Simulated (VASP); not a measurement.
The system is AgBr.

```
Ag Br
1.0
     0.00000    2.89273    2.89273
     2.89273    0.00000    2.89273
     2.89273    2.89273    0.00000
Ag Br
1 1
Direct
  0.00000 0.00000 0.00000
  0.50000 0.50000 0.50000
```

The cell was built by a generator and needn't be a form met in nature.

Base run:

```yaml
Program: VASP 6.6.1
Functional: PBE
Potentials_or_basis: VASP PAW PBE potentials, release 64 (Ag, Br)
Cutoff: 520 eV
k_mesh: 8 × 8 × 8
Occupations: gaussian, width 0.01 eV
Spin: no spin polarisation
```

Its results: band gap on the k mesh 0.68 eV, indirect (least direct gap 2.53 eV); pressure 1.1 GPa.

Q: The run is repeated on the same cell with these changes: functional from PBE to r2SCAN. What comes out?

A: Band gap on the k mesh 1.25 eV, indirect (least direct gap 3.19 eV); pressure 0.0 GPa.

r2SCAN gives the wider gap, since meta-GGAs in the generalised Kohn-Sham scheme recover part of the derivative discontinuity.

Caveats: the PAW data sets were made with another functional, which shifts forces and pressure a little (some runs).

A k mesh can miss the band edges.
